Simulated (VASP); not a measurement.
Write the native input for VASP 6.6.1 that does the following.

```
Task                   : relaxation of cell and atoms
Functional             : PBE
Potentials or basis    : VASP PAW PBE potentials, release 64 (Pb_d, S)
Cutoff                 : 600 eV
k mesh                 : 8 × 8 × 8
Occupations            : fermi-dirac, width 0.05 eV
Spin                   : no spin polarisation
Further INCAR settings : ALGO = Normal; EDIFF = 1e-07; IBRION = 2; EDIFFG = -0.005; NSW = 40; ISIF = 3
```

The structure of PbS (Galena) lies in POSCAR:

```
PbS
1.0
    0.0000000000      2.9657500000      2.9657500000
    2.9657500000      0.0000000000      2.9657500000
    2.9657500000      2.9657500000      0.0000000000
Pb S
1 1
Direct
    0.0000000000      0.0000000000      0.0000000000
    0.5000000000      0.5000000000      0.5000000000
```

One way to write it, as run:

INCAR

```
SYSTEM = PbS
ALGO = Normal
EDIFF = 1E-7
EDIFFG = -0.005
ENCUT = 600
GGA = PE
IBRION = 2
ISIF = 3
ISMEAR = -1
LASPH = .True.
LCHARG = .False.
LREAL = .False.
LWAVE = .False.
NELM = 80
NSW = 40
PREC = Accurate
SIGMA = 0.05
```

KPOINTS

```
k-points
0
Gamma
  8 8 8
  0 0 0
```

Potentials or basis: VASP PAW PBE potentials, release 64 (Pb_d, S).

The run is started by

```console
$ cat potpaw_PBE.64/Pb_d/POTCAR potpaw_PBE.64/S/POTCAR > POTCAR
$ mpirun -np 1 vasp_std > vasp.out
```

Results of the run:

The relaxed volume is 27.10 Å³/atom. The relaxed cell is a = 4.248 Å, b = 4.248 Å, c = 4.248 Å, α = 60.00°, β = 60.00°, γ = 60.00°, the space group after relaxing (to 0.05 Å) is Fm-3m (No. 225) and the energy gained by relaxing is 6.8 meV/atom. The ionic steps are 3. The pressure after relaxing is 0.0 GPa. The band gap on the k mesh is 0.50 eV, direct.

Caveat: spin-orbit coupling is left out, which as a rule narrows the gap of such compounds by several tenths of an eV.

Run time: 56 s on 1 thread of Intel(R) Xeon(R) Platinum 8488C (Sapphire Rapids) (shared host), peak memory 0.22 GiB.
